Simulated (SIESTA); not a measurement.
Crystal: Cu.

```
CELL_PARAMETERS angstrom
0.00000 1.80750 1.80750
1.80750 0.00000 1.80750
1.80750 1.80750 0.00000
ATOMIC_POSITIONS crystal
Cu 0.00000 0.00000 0.00000
```

Base run:

| Item | Value |
| --- | --- |
| Program | SIESTA 5.4.2 |
| Functional | PBE |
| Potentials or basis | SG15 1.2 (PBE files) or PseudoDojo by element |
| Basis | DZP (energy shift 0.002 Ry) |
| Grid cutoff | 800 Ry |
| Energy shift | 0.002 Ry |
| k mesh | 13 × 13 × 13 |
| Occupations | fermi-dirac, width 0.05 eV |
| Spin | no spin polarisation |

Its results: band gap on the k mesh none (metal or under the smearing width); pressure 4.1 GPa.

Task: After a change of settings the same cell gave: band gap on the k mesh none (metal or under the smearing width); pressure 0.8 GPa. Which change was it?
A. functional from PBE to vdW-DF-cx; potentials or basis from SG15 1.2 (PBE files) or PseudoDojo by element to PseudoDojo 0.4 standard (PBE files)
B. potentials or basis from SG15 1.2 (PBE files) or PseudoDojo by element to PseudoDojo 0.4 standard (PBE files); basis from DZP (energy shift 0.002 Ry) to SZ (energy shift 0.002 Ry)
C. potentials or basis from SG15 1.2 (PBE files) or PseudoDojo by element to PseudoDojo 0.4 standard (PBE files)
D. functional from PBE to PBEsol; potentials or basis from SG15 1.2 (PBE files) or PseudoDojo by element to PseudoDojo 0.4 standard (PBEsol files)

Result: C.

Caveats: semicore shells carry a single zeta, which can move pressures by several GPa and volumes by a few percent; the basis of atomic orbitals isn't converged, which shifts pressures, moduli and gaps.

Not every run made on this cell is shown here.
